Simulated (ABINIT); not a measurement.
Sn:

```
Sn
1.0
    -1.72654    1.77555    2.33834
     1.72654   -1.77555    2.33834
     1.72654    1.77555   -2.33834
Sn
1
Cartesian
  0.0000 0.0000 0.0000
```

This isn't the form of Sn at room conditions, which is tetragonal (white tin).

Program: ABINIT 10.8.3 (patched build). Alike in all runs: task band structure; potentials or basis JTH PAW PBE v2.0; no spin polarisation; cell as given; k mesh 11 × 11 × 11; cutoff (eV) 707; smearing fermi-dirac 0.05 eV.

Q: Order these runs on this cell by their pressure, lowest first.
A. level r2SCAN
B. level AM05
C. level BLYP

A: B (-4.1 GPa), A (-2.5 GPa), C (2.7 GPa).

Caveats: the PAW data sets were made with another functional, which shifts forces and pressure a little.
